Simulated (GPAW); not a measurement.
Runs of GPAW 26.7.0 on C. Symmetry: P6_3/mmc, No. 194, hexagonal system. Conventional cell: a = 2.522 Å, b = 2.522 Å, c = 8.237 Å, α = 90.00°, β = 90.00°, γ = 120.00°. Around C (site symmetry 3m) lie 4 C at 1.54 Å. Around C (site symmetry 3m) lie 4 C at 1.54 Å. This is a hexagonal form of diamond, not graphite.

```csv
task,level,potentials or basis,cell,cutoff (eV),older calculator (legacy_gpaw),band path,band points,eigensolver,optimizer,grid spacing,gap on the mesh (eV),pressure (GPa),relaxed volume (Å³/atom),largest force (eV/Å)
band structure,optB88-vdW,"GPAW PAW data sets (gpaw-data 1.2.1), pw",as given,800,yes,"GMKGALHA,LM,KH",60,-,-,-,4.62,-,-,0.34
band structure,PBE,"PAW data sets generated in the run's folder for this functional, pw",as given,800,-,"GMKGALHA,LM,KH",100,-,-,-,4.42,(d),-,0.33
band structure,AM05,"PAW data sets generated in the run's folder for this functional, pw",as given,800,-,"GMKGALHA,LM,KH",100,-,-,-,4.29,-6.1,-,0.33
band structure,BLYP,"PAW data sets generated in the run's folder for this functional, pw",as given,800,-,"GMKGALHA,LM,KH",80,davidson,-,-,4.75,(a),-,0.34
relaxation of cell and atoms,rSCAN+D3(BJ),"GPAW PAW data sets (gpaw-data 1.2.1), pw",relaxed,800,-,-,-,-,LBFGS,-,(b),0.2,5.57,0.01
band structure,PBE,"GPAW PAW data sets (gpaw-data 1.2.1), fd",as given,-,-,"GMKGALHA,LM,KH",80,-,-,0.16 Å,4.43,-,-,0.37
relaxation of cell and atoms,revPBE+D3(BJ),"the program's PAW data sets (release 1.2.1) made for this functional, pw",relaxed,800,-,-,-,-,LBFGS,-,4.57,0.2,5.61,0.01
band structure,vdW-DF-cx,"GPAW PAW data sets (gpaw-data 1.2.1), pw",as given,800,-,"GMKGALHA,LM,KH",80,-,-,-,(c),-,-,0.34
relaxation of cell and atoms,AM05,"PAW data sets generated in the run's folder for this functional, pw",relaxed,800,-,-,-,-,BFGS,-,4.46,0.2,5.59,0.01
relaxation of cell and atoms,SOGGA,"PAW data sets generated in the run's folder for this functional, pw",relaxed,800,-,-,-,-,LBFGS,-,4.44,0.2,5.60,0.01
band structure,WC,"PAW data sets generated in the run's folder for this functional, pw",as given,800,-,"GMKGALHA,LM,KH",80,-,-,-,4.32,-4.6,-,0.33
```

Alike in all rows: no spin polarisation; k mesh 7 × 7 × 2; smearing fermi-dirac 0.05 eV; the mesh is coarse, so values aren't converged.

Q: Estimate the missing entries.

A: (a) 11.1; (b) 4.86; (c) 4.38; (d) 1.9.

Caveats: later steps reuse the first step's grids (some runs); an odd mesh through Γ misses points on the zone boundary, where band edges often lie (some runs); the PAW data sets were made with another functional, which shifts forces and pressure a little (some runs); the real-space grid adds noise to forces (some runs).

Not every run made on this cell is shown here.
